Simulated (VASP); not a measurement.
VASP 6.6.1, r²SCAN single-point calculation, NaCl (distorted zincblende)

INCAR

```
LASPH = .TRUE.
ISMEAR = -1
PREC = Accurate
EDIFF = 1E-7
IBRION = -1
ISIF = 2
NSW = 0
NELM = 120
LREAL = .FALSE.
ALGO = Normal
SIGMA = 0.02
LCHARG = .FALSE.
NBANDS = 14
ENCUT = 520
LWAVE = .FALSE.
METAGGA = R2SCAN
```

KPOINTS

```
KPOINTS created by Atomic Simulation Environment
0
Gamma
6 6 6
0 0 0
```

POSCAR

```
Na Cl
 1.0000000000000000
    -0.0687000000000000    3.1042999999999998    3.1774000000000000
     3.0733000000000001    0.0044000000000000    3.1044000000000000
     3.0646000000000000    3.0225000000000000    0.0130000000000000
 Na  Cl
   1   1
Cartesian
  2.9624736299999999  2.8792615000000001  0.1432689600000000
  1.3372709400000000  1.9752950800000002  1.4556043200000000
```

VASP ran with the recommended PBE PAW datasets (14 valence electrons in the cell).

OSZICAR

```
N       E                     dE             d eps       ncg     rms          rms(c)
DAV:   1     0.864063573103E+02    0.86406E+02   -0.60805E+03  3136   0.102E+03
DAV:   2    -0.583668448012E+01   -0.92243E+02   -0.84416E+02  3376   0.244E+02
DAV:   3    -0.154581168561E+02   -0.96214E+01   -0.95604E+01  4096   0.737E+01
DAV:   4    -0.156427660760E+02   -0.18465E+00   -0.18456E+00  3790   0.115E+01
DAV:   5    -0.156471060024E+02   -0.43399E-02   -0.43395E-02  4204   0.176E+00    0.253E+00
DAV:   6    -0.131828106324E+02    0.24643E+01   -0.67279E-01  3724   0.783E+00    0.247E+00
DAV:   7    -0.131567730492E+02    0.26038E-01   -0.27972E-01  4096   0.353E+00    0.147E+00
DAV:   8    -0.131728191142E+02   -0.16046E-01   -0.11888E-02  3574   0.827E-01    0.394E-01
DAV:   9    -0.131785883590E+02   -0.57692E-02   -0.74486E-03  3556   0.698E-01    0.176E-01
DAV:  10    -0.131790200845E+02   -0.43173E-03   -0.31973E-04  4210   0.140E-01    0.395E-02
DAV:  11    -0.131792370442E+02   -0.21696E-03   -0.25859E-04  3646   0.110E-01    0.942E-03
DAV:  12    -0.131792405474E+02   -0.35032E-05   -0.65664E-06  4062   0.243E-02    0.324E-03
DAV:  13    -0.131792410954E+02   -0.54798E-06   -0.76686E-07  3736   0.666E-03    0.788E-04
DAV:  14    -0.131792412444E+02   -0.14904E-06   -0.12147E-07  4072   0.389E-03    0.305E-04
DAV:  15    -0.131792412471E+02   -0.26819E-08   -0.24614E-09  2992   0.535E-04
   1 F= -.13179241E+02 E0= -.13179241E+02  d E =-.129254E-11
```

From OUTCAR

```
k-points           NKPTS =    112   k-points in BZ     NKDIM =    112   number of bands    NBANDS=     14

   NELECT =      14.0000    total number of electrons

   dimension x,y,z NGX =    36 NGY =   32 NGZ =   32
   dimension x,y,z NGXF=    72 NGYF=   64 NGZF=   64

  energy-cutoff  :      520.00
  volume of cell :       59.53
      direct lattice vectors                 reciprocal lattice vectors
    -0.068700000  3.104300000  3.177400000    -0.157627714  0.159153083  0.155823019
     3.073300000  0.004400000  3.104400000     0.160657364 -0.163597537  0.163307419
     3.064600000  3.022500000  0.013000000     0.161659825  0.167629748 -0.160277899

 k-points in reciprocal lattice and weights: KPOINTS created by Atomic Simulation Env
   0.00000000  0.00000000  0.00000000       0.005
   0.16666667  0.00000000 -0.00000000       0.009
   0.33333333  0.00000000 -0.00000000       0.009
   0.50000000  0.00000000 -0.00000000       0.005
   0.00000000  0.16666667  0.00000000       0.009
   0.16666667  0.16666667  0.00000000       0.009
   0.33333333  0.16666667  0.00000000       0.009
   0.50000000  0.16666667 -0.00000000       0.009
   ...

 E-fermi :  -2.1945

 k-point     1 :       0.0000    0.0000    0.0000
  band No.  band energies     occupation
      1     -24.2203      2.00000
      2     -24.2113      2.00000
      3     -24.1843      2.00000
      4     -15.5208      2.00000
      5      -3.0267      2.00000
      6      -2.8404      2.00000
      7      -2.6438      2.00000
      8       2.5935      0.00000
      9       8.8278      0.00000
     10       9.1496      0.00000
     11       9.6304      0.00000
     12      10.6892      0.00000
     13      11.3993      0.00000
     14      12.8714      0.00000

 k-point     2 :       0.1667    0.0000   -0.0000
  band No.  band energies     occupation
      1     -24.2228      2.00000
      2     -24.2122      2.00000
      3     -24.1872      2.00000
      4     -15.4797      2.00000
      5      -3.2853      2.00000
      6      -2.8712      2.00000
      7      -2.6845      2.00000
      8       3.1630      0.00000
      9       8.1077      0.00000
     10       9.2182      0.00000
     11       9.7768      0.00000
     12      10.4065      0.00000
     13      10.9082      0.00000
     14      12.0067      0.00000

 k-point     3 :       0.3333    0.0000   -0.0000
  band No.  band energies     occupation
      1     -24.2295      2.00000
      2     -24.2135      2.00000
      3     -24.1918      2.00000
      4     -15.3962      2.00000
      5      -3.7603      2.00000
      6      -2.9002      2.00000
      7      -2.7509      2.00000
      8       4.3892      0.00000
      9       7.0235      0.00000
     10       8.8137      0.00000
     11       9.2052      0.00000
     12      11.2417      0.00000
     13      11.4338      0.00000
     14      11.8084      0.00000

 k-point     4 :       0.5000    0.0000   -0.0000
  band No.  band energies     occupation
      1     -24.2334      2.00000
      2     -24.2140      2.00000
      3     -24.1936      2.00000
      4     -15.3538      2.00000
      5      -3.9716      2.00000
      6      -2.9123      2.00000
      7      -2.7820      2.00000
      8       5.2832      0.00000
      9       6.2822      0.00000
     10       8.5813      0.00000
     11       8.9164      0.00000
     12      11.6955      0.00000
     13      12.5624      0.00000
     14      12.8614      0.00000

 k-point     5 :       0.0000    0.1667    0.0000
  band No.  band energies     occupation
      1     -24.2217      2.00000
      2     -24.2122      2.00000
      3     -24.1845      2.00000
      4     -15.4896      2.00000
      5      -3.0549      2.00000
      6      -2.9875      2.00000
      7      -2.8518      2.00000
      8       3.2302      0.00000
      9       8.4234      0.00000
     10       8.9302      0.00000
     11       9.6337      0.00000
     12      10.2738      0.00000
     13      10.8589      0.00000
     14      12.2793      0.00000

 k-point     6 :       0.1667    0.1667    0.0000
  band No.  band energies     occupation
      1     -24.2243      2.00000
      2     -24.2123      2.00000
      3     -24.1868      2.00000
      4     -15.4675      2.00000
      5      -3.2399      2.00000
      6      -2.9167      2.00000
      7      -2.8115      2.00000
      8       3.3441      0.00000
      9       8.1423      0.00000
     10       8.9381      0.00000
     11       9.3478      0.00000
     12       9.9499      0.00000
     13      11.5615      0.00000
     14      13.5093      0.00000

 k-point     7 :       0.3333    0.1667    0.0000
  band No.  band energies     occupation
      1     -24.2307      2.00000
      2     -24.2132      2.00000
      3     -24.1913      2.00000
      4     -15.3940      2.00000
      5      -3.6251      2.00000
      6      -2.9626      2.00000
      7      -2.8432      2.00000
      8       4.2607      0.00000
      9       7.3046      0.00000
     10       8.1077      0.00000
     11       9.6521      0.00000
     12      10.4881      0.00000
     13      12.0508      0.00000
     14      12.9415      0.00000

 k-point     8 :       0.5000    0.1667   -0.0000
  band No.  band energies     occupation
      1     -24.2343      2.00000
      2     -24.2143      2.00000
      3     -24.1934      2.00000
      4     -15.3419      2.00000
      5      -3.8698      2.00000
      6      -2.9874      2.00000
      7      -2.9383      2.00000
      8       5.4393      0.00000
      9       6.3355      0.00000
     10       8.1038      0.00000
     11       9.2549      0.00000
     12      11.3481      0.00000
     13      12.6263      0.00000
     14      12.9814      0.00000

 k-point     9 :      -0.3333    0.1667    0.0000
  band No.  band energies     occupation
      1     -24.2304      2.00000
      2     -24.2148      2.00000
      3     -24.1920      2.00000
      4     -15.3646      2.00000
      5      -3.7859      2.00000
      6      -3.0415      2.00000
      7      -2.9078      2.00000
      8       5.2462      0.00000
      9       6.6309      0.00000
     10       8.0936      0.00000
     11       9.1871      0.00000
     12      11.3061      0.00000
     13      12.4709      0.00000
     14      12.8641      0.00000

 k-point    10 :      -0.1667    0.1667    0.0000
  band No.  band energies     occupation
      1     -24.2239      2.00000
      2     -24.2138      2.00000
      3     -24.1878      2.00000
      4     -15.4388      2.00000
      5      -3.4217      2.00000
      6      -3.0199      2.00000
      7      -2.8581      2.00000
      8       4.0365      0.00000
      9       7.7470      0.00000
     10       8.3552      0.00000
     11       9.6117      0.00000
     12      10.2567      0.00000
     13      11.6219      0.00000
     14      12.7186      0.00000

 k-point    11 :       0.0000    0.3333    0.0000
  band No.  band energies     occupation
      1     -24.2247      2.00000
      2     -24.2137      2.00000
      3     -24.1850      2.00000
      4     -15.4264      2.00000
      5      -3.5178      2.00000
      6      -3.1056      2.00000
      7      -2.9134      2.00000
      8       4.5545      0.00000
      9       7.2752      0.00000
     10       8.4629      0.00000
     11       9.0729      0.00000
     12      11.2377      0.00000
     13      11.5304      0.00000
     14      11.9509      0.00000

 k-point    12 :       0.1667    0.3333    0.0000
  band No.  band energies     occupation
      1     -24.2270      2.00000
      2     -24.2137      2.00000
      3     -24.1869      2.00000
      4     -15.4140      2.00000
      5      -3.4411      2.00000
      6      -3.1004      2.00000
      7      -2.9703      2.00000
      8       4.3821      0.00000
      9       7.4036      0.00000
     10       8.0256      0.00000
     11       9.6705      0.00000
     12      10.1999      0.00000
     13      12.2627      0.00000
     14      12.7825      0.00000

 k-point    13 :       0.3333    0.3333    0.0000
  band No.  band energies     occupation
      1     -24.2330      2.00000
      2     -24.2140      2.00000
      3     -24.1908      2.00000
      4     -15.3599      2.00000
      5      -3.6498      2.00000
      6      -3.0644      2.00000
      7      -3.0078      2.00000
      8       4.5074      0.00000
      9       7.1155      0.00000
     10       7.7433      0.00000
     11      10.2650      0.00000
     12      10.7101      0.00000
     13      12.3871      0.00000
     14      14.1557      0.00000

 ...

  Total        1.7751431     -0.0288667      1.1443355      1.0734670     -0.7850014     -2.0131181
  in kB       47.7787955     -0.7769608     30.8003172     28.8928591    -21.1286759    -54.1840024
  external PRESSURE =      25.9340506 kB  Pullay stress =       0.0000000 kB

 POSITION                                       TOTAL-FORCE (eV/Angst)
 -----------------------------------------------------------------------------------
      2.96247      2.87926      0.14327         1.141624      1.039710     -0.905666
      1.33727      1.97530      1.45560        -1.141624     -1.039710      0.905666
 -----------------------------------------------------------------------------------
    total drift:                               -0.012636     -0.007418      0.003014

  FREE ENERGIE OF THE ION-ELECTRON SYSTEM (eV)
  ---------------------------------------------------
  free  energy   TOTEN  =       -13.1792412471 eV

  energy  without entropy=      -13.1792412471  energy(sigma->0) =      -13.17924125
```

```json
{
  "gap between bands v and c on the k mesh": "5.24 eV",
  "least direct gap on the k mesh": "5.24 eV",
  "pressure": "2.6 GPa",
  "largest force": "1.79 eV/Å"
}
```

Band v is the last that the valence electrons fill when counted band by band, and c is the next.
